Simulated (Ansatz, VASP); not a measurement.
# One calculation of As, two programs

```
CELL_PARAMETERS angstrom
2.78283 0.00000 0.00000
0.00000 2.78283 0.00000
0.00000 0.00000 2.78283
ATOMIC_POSITIONS crystal
As 0.00000 0.00000 0.00000
```

Change from the starting cell: volume scaled by 1.06.

Alike in both runs: task single point; functional PBE; k mesh 13 × 13 × 13; occupations fermi-dirac, width 0.03 eV; no spin polarisation.

```csv
,VASP,Ansatz
version,VASP 6.6.1,Ansatz 0.2.0
potentials or method,"VASP PAW PBE potentials, release 64 (As), cutoff 520 eV","all-electron LAPW, scalar-relativistic"
```

|  | VASP | Ansatz | Ansatz less VASP |
| --- | --- | --- | --- |
| pressure (GPa) | -4.0 | -4.1 | -0.09 |

Ansatz ran all-electron here, so the differences hold the error of VASP's frozen core and of both bases.
